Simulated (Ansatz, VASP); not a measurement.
GaP in VASP and in Ansatz

```xyz
2
Lattice="0.0000 2.8052 2.8052 2.8052 0.0000 2.8052 2.8052 2.8052 0.0000" Properties=species:S:1:pos:R:3 pbc="T T T"
Ga    0.0000    0.0000    0.0000
P     1.4026    1.4026    1.4026
```

Alike in both runs: task single point; functional PBE; k mesh 2 × 2 × 2; occupations fermi-dirac, width 0.27 eV; no spin polarisation.

|  | VASP | Ansatz |
| --- | --- | --- |
| version | VASP 6.6.1 | Ansatz 0.2.0 |
| potentials or method | VASP PAW PBE potentials, release 64 (Ga_d, P) | scalar-relativistic, plane waves, PAW |
| plane-wave cutoff (eV) | 520 | 420 |
| valence electrons in the cell | 18 | 18 |

```csv
,VASP,Ansatz,Ansatz less VASP
gap on the k mesh at the Fermi level (eV),1.05,1.05,+0.005
least direct gap on the mesh (eV),1.05,1.05,+0.005
pressure (GPa),3.0,3.0,-0.02
```

Caveats: the k mesh is coarse (spacing up to 0.97 Å⁻¹), so the values aren't converged. A k mesh can miss the band edges.
